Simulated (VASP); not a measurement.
# ZnS (Wurtzite-2H): single point with PBEsol+D3(BJ)

**Experimental background.**

A printed reference work, monograph reports, for a bulk crystal of ZnS at 4 K: band gap 3.911 eV (direct).

The system is ZnS (Wurtzite-2H).

```
CELL_PARAMETERS angstrom
3.74601 0.00000 0.00000
-1.87300 3.24414 0.00000
0.00000 0.00000 6.15361
ATOMIC_POSITIONS crystal
Zn 0.66667 0.33333 0.50556
Zn 0.33333 0.66667 0.00556
S 0.66667 0.33333 0.87944
S 0.33333 0.66667 0.37944
```

```json
{
  "Program": "VASP 6.6.1",
  "Task": "single point",
  "Functional": "PBEsol",
  "Dispersion": "D3(BJ)",
  "Potentials or basis": "VASP PAW PBE potentials, release 64 (Zn, S)",
  "Cutoff": "520 eV",
  "k mesh": "8 × 8 × 5",
  "Occupations": "fermi-dirac, width 0.05 eV",
  "Spin": "no spin polarisation"
}
```

```json
{
  "Pressure": "0.2 GPa",
  "Band gap on the k mesh": "2.29 eV, direct",
  "Dispersion energy per atom": "-0.273 eV"
}
```

Levels at points of the mesh, in eV from the valence-band top:
| k point | band 15 | band 16 | band 17 | band 18 | band 19 | band 20 | band 21 | band 22 |
| --- | --- | --- | --- | --- | --- | --- | --- | --- |
| (0.00, 0.00, 0.00) | -0.98 | -0.10 | 0.00 | 0.00 | 2.29 | 3.08 | 6.18 | 6.18 |
| (0.50, 0.00, 0.00) | -3.57 | -2.45 | -1.89 | -0.97 | 3.49 | 4.27 | 4.93 | 6.78 |

It took 34 s on 1 thread of Intel(R) Xeon(R) Platinum 8488C (Sapphire Rapids), on a shared host, peak memory 0.21 GiB.

Measured gap of ZnS: 3.911 eV (direct; 4 K; a printed reference work, monograph). This calculation gives 2.29 eV (-1.63 eV). The value is that of PBEsol+D3(BJ), without temperature or zero-point motion. Semilocal functionals fall short of measured gaps as a rule.

Caveat: the PAW data sets were made with another functional, which shifts forces and pressure a little.
